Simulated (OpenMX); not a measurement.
Crystal: GaN.

```
Ga N
1.0
     2.98064    0.00000    0.00000
    -1.49032    2.58131    0.00000
     0.00000    0.00000    2.68337
Ga N
1 1
Direct
  0.66667 0.33333 0.50000
  0.00000 0.00000 0.00000
```

The cell was built by a generator and needn't be a form met in nature.

Base run:

* Program: OpenMX 3.8.5
* Functional: PBE
* Dispersion: D4
* Potentials or basis: OpenMX 2013 PBE set, Ga7.0-s3p2d2, N6.0-s2p2d1, grid cutoff 500 Ry
* k mesh: 7 × 7 × 7
* Occupations: fermi-dirac, width 0.05 eV
* Spin: no spin polarisation

Its results: band gap on the k mesh none (metal or under the smearing width); pressure -0.6 GPa; largest force 0.026 eV/Å.

The run is repeated on the same cell with these changes: dispersion from D4 to none. What comes out?

Band gap on the k mesh none (metal or under the smearing width); pressure 5.6 GPa; largest force 0.026 eV/Å.

Dispersion adds attraction, which lowers the pressure at fixed volume and, as a term added to the energy, leaves the levels alone.

Caveats: the basis of atomic orbitals isn't converged, which shifts pressures, moduli and gaps; pairwise dispersion overbinds metals, which lowers pressure and volume (some runs).
